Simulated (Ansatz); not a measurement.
# CuAu: the cost of one run

Computed with Ansatz 0.2.0 (DFT PBE, scalar-relativistic, plane waves, PAW, unless a step's input says otherwise).

**1. Starting point**

Symmetry: R-3m, No. 166, trigonal system. Conventional cell: a = 2.886 Å, b = 2.886 Å, c = 12.769 Å, α = 90.00°, β = 90.00°, γ = 120.00°. Around Cu (site symmetry -3m) lie 6 Au at 2.70 Å and 6 Cu at 2.89 Å. Au (site symmetry -3m) has 6 Cu at 2.70 Å and 6 Au at 2.89 Å as nearest neighbours.

Coordinates:

```xyz
2
Lattice="1.4431 0.8331 4.2562 -1.4431 0.8331 4.2562 0.0000 -1.6663 4.2562" Properties=species:S:1:pos:R:3 pbc="T T T"
Cu    0.0000    0.0000    6.3843
Au    0.0000    0.0000    0.0000
```

The structure comes from the Materials Project (structure only).

**2. A change within a subgroup**

What differs from the listed cell: strain xx, yy, zz, yz, xz, xy = +4.2, +4.2, +1.2, +0.0, +0.0, +0.0 %; atoms moved by 0.10 Å root mean square, at most 0.10 Å.

The input, input.yaml:

```yaml
crystal:
  lattice:
    - [1.5030735822, 0.8677999373, 4.30549978]
    - [-1.5030735822, 0.8677999373, 4.30549978]
    - [0.0, -1.7355998746, 4.30549978]
  atoms:
    - { symbol: Cu, position: [0.492168234, 0.492168234, 0.492168234] }
    - { symbol: Au, position: [0.007831766, 0.007831766, 0.007831766] }
basis:
  ecutwfc: 420
kpoints:
  mp_grid: { grid: [18, 18, 18] }
hamiltonian:
  xc: pbe
scf:
  occupations: { method: gaussian, width: 0.1 }
output:
  forces: true
  stress: true
  eigenvalues: true
  write_density: true
  write_potential: true
  elf: true
  volumetric_format: npy
```

The run is started by

```
$ ansatz run input.yaml --threads 1 --pin off --max-ram 1331MiB --backend cpu --events-out ev --progress --plain --runs-dir out
```

What time and memory should one allow on 1 thread of an x86-64 CPU, shared host?

About 88 s, with a peak of 0.69 GiB.
